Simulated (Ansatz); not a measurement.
An input for Ansatz 0.2.0 (Tc):

run.py

```python
import json

import ase.io
import numpy as np

import ansatz as az

atoms = ase.io.read("Tc.xyz")

calculation = (
    az.Crystal.from_ase(atoms)
    .calculation()
    .kpoints(12, 12, 12)
    .functional("r2scan", dispersion="rvv10")
    .pseudopotentials(kind="paw_fr")
    .spin("noncollinear", soc=True)
    .scf(extra_bands=12)
    .occupations(method="tetrahedron")
    .optics(energy_range=(0.0, 14.0), broadening_width=0.05, nscf_kmesh=(16, 16, 16))
    .basis(-400)
)
outcome = calculation.run(threads=2, events_out="events.jsonl")

report = outcome.report
for line in open("events.jsonl"):
    event = json.loads(line)
    if event["event"] == "scf_iter":
        d = event["data"]
        print(f"SCF {d['iter']:3d}  HF = {d['harris_foulkes_ev']:.6f} eV  dr2 = {d['dr2_ev']:.2e} eV")
    elif event["event"] in ("relax_step", "md_step"):
        d = event["data"]
        print(f"{event['event']} {d['step']:3d}  E = {d['lagrangian_ev']:.6f} eV")
np.set_printoptions(precision=5, suppress=True, linewidth=110)
print("converged:", report["converged"], "after", report["n_iterations"], "iterations")
print(f"free energy {report['free_energy_ev']:.6f} eV, Fermi level {report['fermi_energy_ev']:.4f} eV")
for key in ("band_edges_ev", "magnetization_mub", "site_moments_mub", "site_moments_nc_mub", "forces_ev_ang",
                "stress_gpa"):
    if report.get(key) is not None:
        print(key, np.array(report[key]), sep="\n")
```

Tc.xyz

```xyz
1
Lattice="0.0000000000 1.9500000000 1.9500000000 1.9500000000 0.0000000000 1.9500000000 1.9500000000 1.9500000000 0.0000000000" Properties=species:S:1:pos:R:3 pbc="T T T"
Tc     0.0000000000      0.0000000000      0.0000000000
```

Potentials or basis: Ansatz PAW.

The run is started by

```console
$ python run.py
```

Q: How does this run end?

A: The run stopped without a result. It printed:

Output:

```text
Traceback (most recent call last):
  File "run.py", line 22, in <module>
  [frames inside libraries left out]
ansatz.RefusalError: invalid value for `basis.ecutwfc`: must be finite and > 0; got -400 eV
```
